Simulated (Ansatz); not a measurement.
Input of an Ansatz 0.2.0 run:

input.yaml

```yaml
crystal:
  lattice:
    - [-1.602103413, 1.602103413, 2.08339225]
    - [1.602103413, -1.602103413, 2.08339225]
    - [1.602103413, 1.602103413, -2.08339225]
  atoms:
    - { symbol: Fe, position: [0.0, 0.0, 0.0], spin: 3.0 }
    - { symbol: O, position: [0.5, 0.5, 0.0] }
kpoints:
  mp_grid: { grid: [12, 12, 12] }
  band_path:
    path:
      - [0.0, 0.0, 0.0]
      - [0.0, 0.0, 0.5]
      - [-0.2956711885, 0.2956711885, 0.5]
      - [-0.3978355942, 0.3978355942, 0.3978355942]
      - [0.0, 0.0, 0.0]
      - [0.5, 0.5, -0.5]
      - [0.3978355942, 0.6021644058, -0.3978355942]
      - [0.0, 0.5, 0.0]
    npoints: 12
scf:
  occupations: { method: fermi_dirac, width: 0.05 }
hamiltonian:
  xc: pbesol
  pseudopotentials: { kind: all_electron, datasets: crystal }
magnetization:
  spin_polarized: true
output:
  forces: true
  stress: true
  eigenvalues: true
  elf: true
  volumetric_format: npy
```

Potentials or basis: all-electron PAW datasets made for the crystal.

The run is started by

```console
$ ansatz run input.yaml --threads 2 --pin off --max-ram 6144MiB --backend cpu --events-out ev --progress --plain --runs-dir out
```

Problem. Predict the band gap along the path.

Solution. None (metal or under the smearing width).

Problem. What does it give for the absolute moment?

Solution. 4.01 μB per cell.

Levels at the corners of the path, in eV from the Fermi level:
Spin up:
```csv
point,band 11,band 12,band 13,band 14,band 15,band 16
Γ,-3.66,-3.63,-3.59,-0.30,14.86,16.28
X,-2.88,-2.87,-2.79,4.65,7.73,10.61
Y,-2.91,-2.83,-1.98,6.36,8.21,8.97
S,-2.80,-2.52,-2.36,5.67,8.26,8.84
Γ,-3.66,-3.63,-3.59,-0.30,14.86,16.28
Z,-2.85,-2.85,-2.77,4.76,8.77,9.57
S1,-2.80,-2.52,-2.36,5.67,8.26,8.84
N,-2.51,-0.83,-0.22,3.63,7.73,10.95
```
Spin down:
```
point  band 7  band 8  band 9  band 10  band 11  band 12
    Γ   -3.06   -3.06   -0.75    -0.75    -0.45    -0.34
    X   -4.46   -3.90   -1.88     0.54     0.55     0.80
    Y   -5.60   -5.05   -0.56     0.15     0.75     0.99
    S   -5.46   -4.59   -1.13     0.59     0.62     1.22
    Γ   -3.06   -3.06   -0.75    -0.75    -0.45    -0.34
    Z   -4.43   -4.43   -1.98     0.72     0.72     0.73
   S1   -5.46   -4.59   -1.13     0.59     0.62     1.22
    N   -5.02   -4.85    0.26     0.52     0.63     2.23
```

Caveat: a cell with one magnetic atom can't hold antiferromagnetic order, which such compounds often take; semilocal functionals often make such compounds metallic where correlation or magnetic order opens a gap, which also shifts bond lengths.
